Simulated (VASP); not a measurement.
SnSe: relaxation of cell and atoms with PBEsol

SnSe:

```
CELL_PARAMETERS angstrom
11.42860 0.00000 0.00000
0.00000 4.16171 0.00000
0.00000 0.00000 4.34677
ATOMIC_POSITIONS crystal
Sn 0.11851 0.25000 0.08883
Sn 0.38149 0.75000 0.58883
Sn 0.61851 0.25000 0.41117
Sn 0.88149 0.75000 0.91117
Se 0.35795 0.25000 0.02048
Se 0.14205 0.75000 0.52048
Se 0.85795 0.25000 0.47952
Se 0.64205 0.75000 0.97952
```

```
Program                : VASP 6.6.1
Task                   : relaxation of cell and atoms
Functional             : PBEsol
Potentials or basis    : VASP PAW PBE potentials, release 64 (Sn_d, Se)
Cutoff                 : 600 eV
k mesh                 : 4 × 8 × 8
Occupations            : gaussian, width 0.03 eV
Spin                   : no spin polarisation
Further INCAR settings : ALGO = Normal; EDIFF = 1e-07; IBRION = 2; EDIFFG = -0.005; NSW = 90; ISIF = 3
```

```yaml
Relaxed_volume: 25.88 Å³/atom
Relaxed_cell: a = 11.431 Å, b = 4.154 Å, c = 4.360 Å, α = 90.00°, β = 90.00°, γ = 90.00°
Space_group_after_relaxing_to_0.05_Å: Pnma (No. 62)
Energy_gained_by_relaxing: 0.1 meV/atom
Ionic_steps: 27
Pressure_after_relaxing: 0.0 GPa
Largest_force_after_relaxing: 0.005 eV/Å
Band_gap_on_the_k_mesh: 0.48 eV, indirect (least direct gap 0.76 eV)
```

Forces on the atoms (eV/Å):
```
Sn   0.004  0.000  0.002
Sn  -0.004  0.000  0.002
Sn   0.004  0.000 -0.002
Sn  -0.004  0.000 -0.002
Se  -0.001  0.000  0.002
Se   0.001  0.000  0.002
Se  -0.001  0.000 -0.002
Se   0.001  0.000 -0.002
```

Step by step:
```
step  energy change (eV)  largest force (eV/Å)  pressure (GPa)  volume (Å³)
   1              0.0000                0.0099            0.02       206.74
   2              0.0000                0.0097            0.00       206.86
   3             -0.0001                0.0099           -0.03       206.95
   4             -0.0001                0.0120           -0.07       207.13
   5             -0.0001                0.0101           -0.04       207.01
   6             -0.0001                0.0090           -0.04       207.00
   7             -0.0002                0.0090           -0.02       206.99
   8             -0.0002                0.0104            0.00       206.95
   9             -0.0002                0.0101            0.00       206.96
  10             -0.0002                0.0091            0.00       206.95
  11             -0.0003                0.0067            0.02       206.92
  12             -0.0003                0.0090            0.04       206.87
  13             -0.0003                0.0073            0.04       206.88
  14             -0.0003                0.0071            0.03       206.91
  15             -0.0003                0.0065            0.01       206.98
  16             -0.0004                0.0052           -0.02       207.12
  17             -0.0004                0.0051           -0.02       207.10
  18             -0.0004                0.0066           -0.01       207.06
  19             -0.0004                0.0135            0.02       206.97
  20             -0.0004                0.0082            0.00       207.03
  21             -0.0004                0.0076            0.00       207.02
  22             -0.0005                0.0059            0.01       207.00
  23             -0.0005                0.0054            0.02       206.95
  24             -0.0005                0.0058            0.01       206.94
  25             -0.0005                0.0065            0.00       207.01
  26             -0.0005                0.0073           -0.01       207.06
  27             -0.0006                0.0050           -0.01       207.06
```

Final structure:
```yaml
crystal:
  lattice:
    - [11.43126, 0.00000, 0.00000]
    - [0.00000, 4.15406, 0.00000]
    - [0.00000, 0.00000, 4.36038]
  atoms:
    - { symbol: Sn, position: [0.11780, 0.25000, 0.09307] }
    - { symbol: Sn, position: [0.38220, 0.75000, 0.59307] }
    - { symbol: Sn, position: [0.61780, 0.25000, 0.40693] }
    - { symbol: Sn, position: [0.88220, 0.75000, 0.90693] }
    - { symbol: Se, position: [0.35742, 0.25000, 0.02219] }
    - { symbol: Se, position: [0.14258, 0.75000, 0.52219] }
    - { symbol: Se, position: [0.85742, 0.25000, 0.47781] }
    - { symbol: Se, position: [0.64258, 0.75000, 0.97781] }
```

Levels at points of the mesh, in eV from the valence-band top:
| k point | band 36 | band 37 | band 38 | band 39 | band 40 | band 41 | band 42 | band 43 | band 44 | band 45 |
| --- | --- | --- | --- | --- | --- | --- | --- | --- | --- | --- |
| (0.00, 0.00, 0.00) | -1.92 | -1.66 | -1.33 | -0.76 | -0.60 | 0.48 | 2.92 | 3.03 | 3.04 | 3.31 |
| (0.50, 0.00, 0.00) | -2.24 | -1.97 | -1.97 | -0.62 | -0.62 | 2.51 | 2.51 | 2.69 | 2.69 | 3.77 |
| (0.00, 0.50, 0.00) | -1.71 | -1.04 | -1.04 | -0.67 | -0.67 | 0.85 | 0.85 | 1.36 | 1.36 | 1.58 |
| (0.50, 0.50, 0.00) | -2.13 | -0.96 | -0.96 | -0.96 | -0.96 | 1.37 | 1.37 | 1.37 | 1.37 | 2.00 |
| (0.00, 0.00, 0.50) | -1.45 | -0.83 | -0.83 | -0.29 | -0.29 | 1.16 | 1.16 | 1.37 | 1.37 | 1.58 |
| (0.50, 0.00, 0.50) | -1.78 | -0.48 | -0.48 | -0.23 | -0.23 | 1.08 | 1.08 | 1.43 | 1.43 | 1.56 |
| (0.00, 0.50, 0.50) | -3.34 | -2.42 | -2.42 | -1.58 | -1.58 | 2.57 | 2.57 | 2.99 | 2.99 | 4.58 |
| (0.50, 0.50, 0.50) | -3.98 | -1.64 | -1.64 | -1.64 | -1.64 | 2.33 | 2.33 | 2.33 | 2.33 | 4.89 |

It took 67 min on 2 MPI ranks on AMD EPYC 9R14 (Zen 4), with other jobs on the host, peak memory 0.84 GiB a rank.

Caveat: the PAW data sets were made with another functional, which shifts forces and pressure a little; spin-orbit coupling is left out, which moves the levels of the heavy elements. A k mesh can miss the band edges.
